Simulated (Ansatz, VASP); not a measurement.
## Be: VASP beside Ansatz

```
CELL_PARAMETERS angstrom
1.56939 -1.71261 0.00000
1.56939 1.71261 0.00000
0.00000 0.00000 3.62018
ATOMIC_POSITIONS crystal
Be 0.25000 0.75000 0.25333
Be 0.75000 0.25000 0.74667
```

Alike in both runs: task relaxation of cell and atoms; functional PBE; k mesh 8 × 8 × 6; occupations gaussian, width 0.1 eV; no spin polarisation.

|  | VASP | Ansatz |
| --- | --- | --- |
| version | VASP 6.6.1 | Ansatz 0.2.0 |
| potentials or method | VASP PAW PBE potentials, release 64 (Be) | scalar-relativistic, plane waves, PAW |
| plane-wave cutoff (eV) | 600 | 420 |
| valence electrons in the cell | 4 | 4 |

VASP gave:

```
gap on the k mesh at the Fermi level, each at its own relaxed structure (eV) : none
relaxed volume (Å³/atom)                                                     : 7.90
relaxed cell length with the largest relative difference (Å)                 : 2.225
energy change over the relaxation (meV/atom)                                 : -146
```

Q: What did Ansatz give for the same quantities?

A: gap on the k mesh at the Fermi level, each at its own relaxed structure (eV): none; relaxed volume (Å³/atom): 7.88; relaxed cell length with the largest relative difference (Å): 2.222; energy change over the relaxation (meV/atom): -147.

A gap of «none» marks a metal or a gap that the smearing closes.

Caveats: the volume moved by over 15 % at a fixed basis, so the end points are rough (VASP).
